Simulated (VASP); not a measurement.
# TiN (Fm-3m) in VASP: relaxation of cell and atoms with r2SCAN

Aim: the relaxation of cell and atoms of TiN with r2SCAN.

Everything below comes from runs of VASP 6.6.1. Logs are shortened: lines on timing, memory, paths and dates and some standing lists are left out, and cuts for length are marked.

## 1. Starting point

The structure is cubic, space group Fm-3m (No. 225). Conventional cell: a = 4.250 Å, b = 4.250 Å, c = 4.250 Å, α = 90.00°, β = 90.00°, γ = 90.00°. Ti (site symmetry m-3m) has 6 N at 2.12 Å as nearest neighbours. N (site symmetry m-3m) is surrounded by 6 Ti at 2.12 Å.

The cell was built by a generator and needn't be a form met in nature.

## 2. Relaxation of cell and atoms, r2SCAN

Input file INCAR:

```
PREC = Accurate
ENCUT = 600
EDIFF = 1E-6
ISMEAR = 0
SIGMA = 0.1
LREAL = False
LASPH = True
NELM = 100
ALGO = Normal
ISIF = 3
LWAVE = False
LCHARG = False
METAGGA = R2SCAN
LMIXTAU = True
IBRION = 2
NSW = 60
EDIFFG = -0.005
```

Input file KPOINTS:

```
Automatic mesh
0
Gamma
  12 12 12
```

Input file POSCAR:

```
TiN
1.0
    0.0000000000      2.1250000000      2.1250000000
    2.1250000000      0.0000000000      2.1250000000
    2.1250000000      2.1250000000      0.0000000000
Ti N
1 1
Direct
    0.0000000000      0.0000000000      0.0000000000
    0.5000000000      0.5000000000      0.5000000000
```

Potentials or basis: VASP PAW PBE potentials, release 64 (Ti_sv, N).

Launch:

```
> cat potpaw_PBE.64/Ti_sv/POTCAR potpaw_PBE.64/N/POTCAR > POTCAR
> mpirun -np 1 vasp_std > vasp.out
```

OUTCAR:

```text
PREC = Accurate
   ENCUT = 600
   EDIFF = 1E-6
   ISMEAR = 0
   LREAL = False
   LASPH = True
   NELM = 100
   ISIF = 3
   METAGGA = R2SCAN
   IBRION = 2
   NSW = 60
   EDIFFG = -0.005

 ion  position               nearest neighbor table
   1  0.000  0.000  0.000-   2 2.12   2 2.12   2 2.12   2 2.12   2 2.12   2 2.12
   2  0.500  0.500  0.500-   1 2.12   1 2.12   1 2.12   1 2.12   1 2.12   1 2.12

  LATTYP: Found a face centered cubic cell.
 ALAT       =     4.2500000000

  Lattice vectors:

 A1 = (   0.0000000000,   2.1250000000,   2.1250000000)
 A2 = (   2.1250000000,   0.0000000000,   2.1250000000)
 A3 = (   2.1250000000,   2.1250000000,   0.0000000000)

Analysis of symmetry for initial positions (statically):
=====================================================================
 Subroutine PRICEL returns:
 Original cell was already a primitive cell.

 Routine SETGRP: Setting up the symmetry group for a
 face centered cubic supercell.

 Subroutine GETGRP returns: Found 48 space group operations
 (whereof 48 operations were pure point group operations)
 out of a pool of 48 trial point group operations.

The static configuration has the point symmetry O_h .

Analysis of symmetry for dynamics (positions and initial velocities):
=====================================================================
 Subroutine PRICEL returns:
 Original cell was already a primitive cell.

 Routine SETGRP: Setting up the symmetry group for a
 face centered cubic supercell.

 Subroutine GETGRP returns: Found 48 space group operations
 (whereof 48 operations were pure point group operations)
 out of a pool of 48 trial point group operations.

The dynamic configuration has the point symmetry O_h .

 Subroutine INISYM returns: Found 48 space group operations
 (whereof 48 operations are pure point group operations),
 and found     1 'primitive' translations

----------------------------------------------------------------------------------------

                                     Primitive cell

  volume of cell :      19.1914

  direct lattice vectors                    reciprocal lattice vectors
     0.000000000  2.125000000  2.125000000    -0.235294118  0.235294118  0.235294118
     2.125000000  0.000000000  2.125000000     0.235294118 -0.235294118  0.235294118
     2.125000000  2.125000000  0.000000000     0.235294118  0.235294118 -0.235294118

  length of vectors
     3.005203820  3.005203820  3.005203820     0.407541366  0.407541366  0.407541366

  position of ions in fractional coordinates (direct lattice)
     0.000000000  0.000000000  0.000000000
     0.500000000  0.500000000  0.500000000

  ion indices of the primitive-cell ions
   primitive index   ion index
                 1           1
                 2           2

----------------------------------------------------------------------------------------

 KPOINTS: Automatic mesh

Automatic generation of k-mesh.
 Grid dimensions read from file:
 generate k-points for:   12   12   12

 Generating k-lattice:

  Cartesian coordinates                     Fractional coordinates (reciprocal lattice)
    -0.019607843  0.019607843  0.019607843     0.083333333  0.000000000  0.000000000
     0.019607843 -0.019607843  0.019607843     0.000000000  0.083333333  0.000000000
     0.019607843  0.019607843 -0.019607843     0.000000000  0.000000000  0.083333333

  Length of vectors
     0.033961781  0.033961781  0.033961781

  Shift w.r.t. Gamma in fractional coordinates (k-lattice)
     0.000000000  0.000000000  0.000000000

 Subroutine IBZKPT returns following result:
 ===========================================

 Found     72 irreducible k-points:

 Following reciprocal coordinates:
            Coordinates               Weight
  0.000000  0.000000  0.000000      1.000000
  0.083333  0.000000  0.000000      8.000000
  0.166667  0.000000  0.000000      8.000000
  0.250000  0.000000  0.000000      8.000000
  0.333333  0.000000  0.000000      8.000000
  0.416667  0.000000  0.000000      8.000000
[... 16 lines left out ...]
  0.500000  0.166667  0.000000     24.000000
 -0.416667  0.166667  0.000000     24.000000
 [... further k-points ...]
   k-points           NKPTS =     72   k-points in BZ     NKDIM =     72   number of bands    NBANDS=     12
   number of dos      NEDOS =    301   number of ions     NIONS =      2
   total plane-waves  NPLWV =  13824
   dimension x,y,z NGX =    24 NGY =   24 NGZ =   24
   dimension x,y,z NGXF=    48 NGYF=   48 NGZF=   48
   ions per type =               1   1
   NGX,Y,Z   is equivalent  to a cutoff of  13.28, 13.28, 13.28 a.u.
   NGXF,Y,Z  is equivalent  to a cutoff of  26.55, 26.55, 26.55 a.u.
 SYSTEM =  unknown system
   PREC   = accura    normal or accurate (medium, high low for compatibility)
   ISTART =      0    job   : 0-new  1-cont  2-samecut
   ICHARG =      2    charge: 1-file 2-atom 10-const
   ISPIN  =      1    spin polarized calculation?
   LNONCOLLINEAR =      F non collinear calculations
   LSORBIT =      F    spin-orbit coupling
   LASPH  =      T    aspherical Exc in radial PAW
   ENCUT  =  600.0 eV  44.10 Ry    6.64 a.u.   6.00  6.00  6.00*2*pi/ulx,y,z
   NELM   =    100;   NELMIN=  2; NELMDL= -5     # of ELM steps
   EDIFF  = 0.1E-05   stopping-criterion for ELM
   LREAL  =      F    real-space projection
   EDIFFG = -.5E-02   stopping-criterion for IOM
   NSW    =     60    number of steps for IOM
   IBRION =      2    ionic relax: 0-MD 1-quasi-New 2-CG
   NFREE  =      1    steps in history (QN), initial steepest desc. (CG)
   ISIF   =      3    stress and relaxation
   ISYM   =      2    0-nonsym 1-usesym 2-fastsym
   POTIM  = 0.5000    time-step for ionic-motion
   TEBEG  =    0.0;   TEEND  =   0.0 temperature during run
   PSTRESS=    0.0 pullay stress
   NELECT =      17.0000    total number of electrons
   NUPDOWN=      -1.0000    fix difference up-down
   EMIN   =  10.00;   EMAX   =-10.00  energy-range for DOS
   EFERMI =   0.00;   METHOD = LEGACY
   ISMEAR =     0;   SIGMA  =   0.10  broadening in eV -4-tet -1-fermi 0-gaus
   EFERMI_NEDOS =   21; number of points for ismear=-14 and -15
   IALGO  =     38    algorithm
   IMIX   =      4    mixing-type and parameters
     AMIX     =   0.40;   BMIX     =  1.00
     AMIX_MAG =   1.60;   BMIX_MAG =  1.00
  volume/ion in A,a.u.               =       9.60        64.76
  Fermi-wavevector in a.u.,A,eV,Ry     =   1.572252  2.971126 33.633288  2.471977
  Thomas-Fermi vector in A             =   2.673714
   LORBIT       =      0    0 simple, 1 ext, 2 COOP (PROOUT), +10 PAW based schemes
   METAGGA = R2SCAN    functional components
   LHFCALC =     F    Hartree Fock is set to
   AEXX    =    0.0000 exact exchange contribution
   IVDW    =     0    specifies the selected vdW correction
   LEPSILON=     F    determine dielectric tensor
   LRPA    =     F    only Hartree local field effects (RPA)
 conjugate gradient relaxation of ions
 non-spin polarized calculation
 Gauss-broadening in eV      SIGMA  =   0.10
  energy-cutoff  :      600.00
  volume of cell :       19.19
 maximum number of plane-waves:       651
   NGX = 13   NGY = 13   NGZ = 13

--------------------------------------- Ionic step        1  -------------------------------------------

 number of electron      17.0000002 magnetization

 Free energy of the ion-electron system (eV)
  ---------------------------------------------------
  ext. energy  EPLUGINS =         0.00000000
  ---------------------------------------------------
  free energy    TOTEN  =       -26.01780947 eV

  energy without entropy =      -26.01342533  energy(sigma->0) =      -26.01561740

------------------------ aborting loop because EDIFF is reached ----------------------------------------

  FORCE on cell =-STRESS in cart. coord.  units (eV):
  Direction    XX          YY          ZZ          XY          YZ          ZX
  --------------------------------------------------------------------------------------
  -------------------------------------------------------------------------------------
  Total       -0.2400077     -0.2400077     -0.2400077      0.0000000     -0.0000000      0.0000000
  in kB      -20.0368266    -20.0368266    -20.0368266      0.0000000     -0.0000000      0.0000000
  external PRESSURE =     -20.0368266 kB  Pullay stress =       0.0000000 kB
[... 57 lines left out ...]
  energy  without entropy=      -26.0123779501  energy(sigma->0) =      -26.01454362

--------------------------------------- Ionic step        3  -------------------------------------------

 number of electron      17.0000002 magnetization

 Free energy of the ion-electron system (eV)
  ---------------------------------------------------
  ext. energy  EPLUGINS =         0.00000000
  ---------------------------------------------------
  free energy    TOTEN  =       -26.01864325 eV

  energy without entropy =      -26.01428028  energy(sigma->0) =      -26.01646177

 E-fermi :  11.6205     XC(G=0): -13.8834

 val. band max:       11.6090741318   @ k =   0.5000   0.2500   0.0833
 cond. band min:      11.6225182514   @ k =   0.1667   0.0000   0.0000
 fundamental gap:      0.0134441197
 Fermi energy:        11.6204596056

 k-point     1 :       0.0000    0.0000    0.0000
  band No.  band energies     occupation
      1     -48.7080      2.00000
      2     -23.6446      2.00000
      3     -23.6445      2.00000
      4     -23.6445      2.00000
      5      -6.5975      2.00000
      6       9.2842      2.00000
      7       9.2842      2.00000
      8       9.2842      2.00000
      9      11.0433      2.00000
     10      11.0433      2.00000
     11      11.0433      2.00000
     12      12.2446      0.00000
[... 331 lines left out ...]
 k-point    24 :      -0.4167    0.1667    0.0000
  band No.  band energies     occupation
      1     -48.5999      2.00000
      2     -24.2337      2.00000
      3     -23.8124      2.00000
      4     -23.7216      2.00000
      5      -4.3658      2.00000
      6       3.7535      2.00000
      7       5.8137      2.00000
      8       5.9569      2.00000
      9      12.9686      0.00000
     10      13.2908      0.00000
     11      13.8316      0.00000
     12      16.2695      0.00000

 [... further k-points ...]
[... 5 lines left out ...]
  --------------------------------------------------------------------------------------
  -------------------------------------------------------------------------------------
  Total        0.0039023      0.0039023      0.0039023      0.0000000     -0.0000000      0.0000000
  in kB        0.3280216      0.3280216      0.3280216      0.0000000     -0.0000000      0.0000000
  external PRESSURE =       0.3280216 kB  Pullay stress =       0.0000000 kB
[... 17 lines left out ...]
  FREE ENERGIE OF THE ION-ELECTRON SYSTEM (eV)
  ---------------------------------------------------
  free  energy   TOTEN  =       -26.0186432531 eV

  energy  without entropy=      -26.0142802842  energy(sigma->0) =      -26.01646177

 reached required accuracy - stopping structural energy minimisation
```

It took 2.4 min on 1 thread of AMD EPYC 9R45 (Zen 5), shared host; peak memory 0.13 GiB.

Results:

```
Free energy                            : -26.0186 eV
Relaxed volume                         : 9.53 Å³/atom
Relaxed cell                           : a = 2.998 Å, b = 2.998 Å, c = 2.998 Å, α = 60.00°, β = 60.00°, γ = 60.00°
Space group after relaxing (to 0.05 Å) : Fm-3m (No. 225)
Energy gained by relaxing              : 0.4 meV/atom
Ionic steps                            : 3
Pressure after relaxing                : 0.0 GPa
Band gap on the k mesh                 : none (metal or under the smearing width)
```

The path:
| step | energy change (eV) | largest force (eV/Å) | pressure (GPa) | volume (Å³) |
| --- | --- | --- | --- | --- |
| 1 | 0.0000 | 0.0000 | -2.00 | 19.19 |
| 2 | 0.0011 | 0.0000 | 3.10 | 18.86 |
| 3 | -0.0008 | 0.0000 | 0.03 | 19.06 |

Final structure:
```yaml
crystal:
  lattice:
    - [0.00000, 2.12014, 2.12014]
    - [2.12014, 0.00000, 2.12014]
    - [2.12014, 2.12014, 0.00000]
  atoms:
    - { symbol: Ti, position: [0.00000, 0.00000, 0.00000] }
    - { symbol: N, position: [0.50000, 0.50000, 0.50000] }
```

Levels at points of the mesh, in eV from the Fermi level:
| k point | band 7 | band 8 | band 9 | band 10 | band 11 | band 12 |
| --- | --- | --- | --- | --- | --- | --- |
| (0.00, 0.00, 0.00) | -2.34 | -2.34 | -0.58 | -0.58 | -0.58 | 0.62 |
| (0.50, 0.00, 0.00) | -5.87 | -5.87 | 1.77 | 1.77 | 2.48 | 5.98 |
| (0.50, 0.50, 0.00) | -3.57 | -3.57 | -3.06 | 1.70 | 2.48 | 2.48 |

Caveat: the PAW data sets were made with another functional, which shifts forces and pressure a little.
